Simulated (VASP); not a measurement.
Crystal: PbS (Galena).

```
Pb S
1.0
     0.00000    2.96575    2.96575
     2.96575    0.00000    2.96575
     2.96575    2.96575    0.00000
Pb S
1 1
Cartesian
  0.0000 0.0000 0.0000
  2.9657 2.9657 2.9657
```

Program: VASP 6.6.1. Alike in all runs: cell as given; cutoff (eV) 520. Hardware: 1 thread of Intel(R) Xeon(R) Platinum 8488C (Sapphire Rapids) (shared host).

Question: Order these runs on this cell by their wall time, lowest first.
A. task band structure; level LDA; potentials or basis VASP PAW LDA potentials, release 64 (Pb_d, S); spin SOC, no magnetisation; k mesh 6 × 6 × 6; smearing fermi-dirac 0.05 eV
B. task band structure; level PBE; potentials or basis VASP PAW PBE potentials, release 64 (Pb_d, S); spin off; k mesh 8 × 8 × 8; smearing fermi-dirac 0.05 eV
C. task single point; level PBE; potentials or basis VASP PAW PBE potentials, release 64 (Pb_d, S); spin off; k mesh 8 × 8 × 8; smearing gaussian 0.011 eV

Answer: C (16 s), B (46 s), A (210 s).
